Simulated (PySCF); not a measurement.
## Electronic absorption of methylenecyclopropane

Species: methylenecyclopropane, C4H6.
Bonds: C1–C2 (double), C2–C3, C3–C4, C2–C4. Hydrogens: H5, H6 on C1; H7, H8 on C3; H9, H10 on C4.

The calculation used TDDFT CAM-B3LYP/def2-SVPD, vertical, gas phase, core orbitals frozen in the response (PySCF 2.14.0, density-fitted response routines). Isolated species at its GFN2-xTB geometry, gas phase.

```tsv
state	λ (nm)	E (eV)	f	|μ| (D)	symmetry	main configurations (H = HOMO, L = LUMO)
S1	184.1	6.74	0.0000	0.01	–	H-1→L (98%)
S2	168.3	7.37	0.021	0.87	B1 or B2	H→L+1 (87%), H→L+3 (9%)
S3	167.5	7.40	0.464	4.07	A1	H→L (96%)
S4	162.5	7.63	0.0012	0.20	–	H-2→L (98%)
S5	153.0	8.10	0.0000	0.00	–	H→L+2 (88%), H→L+5 (11%)
S6	152.3	8.14	0.021	0.83	B1 or B2	H-1→L+1 (95%)
S7	150.8	8.22	0.026	0.91	B1 or B2	H→L+3 (86%)
S8	142.3	8.71	0.025	0.87	A1	H-2→L+1 (64%), H-1→L+2 (27%)
```

Triplets (Tamm–Dancoff): T1 4.48 eV, H→L (92%); T2 6.25 eV, H-1→L (97%); T3 7.21 eV, H→L+1 (85%), H→L+3 (11%).

The lowest singlet lies at 6.74 eV (184 nm, vacuum ultraviolet) and is dark (f under 0.0005); its leading configuration is HOMO-1→LUMO (98%). The strongest level in the table is S3 at 7.40 eV (167 nm, f = 0.464). Löwdin shares by element: HOMO carbon 87%; LUMO carbon 68% (atoms not listed hold the other 32%). The oscillator strengths of these states sum to 0.558; summed over the whole spectrum of an exact calculation they would give the number of electrons, 30 (Thomas–Reiche–Kuhn). Of the 8 states listed, 5 reach f = 0.01 and 2 stay under 0.0005. Orbital energies (eV): HOMO-3 -11.88, HOMO-2 -10.40, HOMO-1 -9.67, HOMO -8.84, LUMO 1.30, LUMO+1 1.56, LUMO+2 2.17. Symmetry labels in C2v follow from the direction of the transition dipole and are given only for states with f of 0.002 or more; B1 and B2 swap with the choice of axes. Only the lowest 8 singlets were computed, as vertical energies without vibronic structure.
